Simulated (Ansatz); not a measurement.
# How far PBE and r2SCAN part for InN, uniaxial stress, 3 GPa compression along z

Consider InN in the zinc blende structure (space group F-43m, No. 216; a = 5.0490 Å). Axes: x, y, z lie along the cube axes.

(Cell as relaxed with PBE.)

Levels (all Ansatz, a first-principles code, PAW): PBE (420 eV, spin-orbit coupling left out); r2SCAN (500 eV, scalar-relativistic without spin-orbit coupling).

Each level relaxes its own structure.

| base | PBE | r2SCAN |
|---|---|---|
| volume per atom | 16.09 Å³ | 15.62 Å³ |
| lattice parameter a | 5.049 Å | 4.999 Å |
| band gap | zero | zero |

Now apply this change: uniaxial stress, 3 GPa compression along z; all other stress components relax to zero.

```csv
quantity,PBE,r2SCAN
volume per atom,15.93 Å³,(withheld)
band gap,zero,(withheld)
energy relative to the base (free energy F),+7.2 meV/atom,(withheld)
```

**Question.** What does r2SCAN give?

**Answer.** 
- volume per atom, r2SCAN: 15.48 Å³
- band gap, r2SCAN: zero
- energy relative to the base (free energy F), r2SCAN: +7.0 meV/atom

PBE's volume per atom lies 0.45 Å³ above r2SCAN's (2.9 %); the two agree on the band gap. Neither level is exact; r2SCAN is the comparison here, not a measurement.

Load acts through the strain it causes; cell and atoms are relaxed under it. Beyond what the load breaks, stability against distortions was not tested. All final runs are without spin polarisation. Gaps under 0.05 eV, about the width of the smearing, are given as zero. This is not the structure that InN has at room temperature and ambient pressure. The zero or small gap of InN can change with the level of theory.
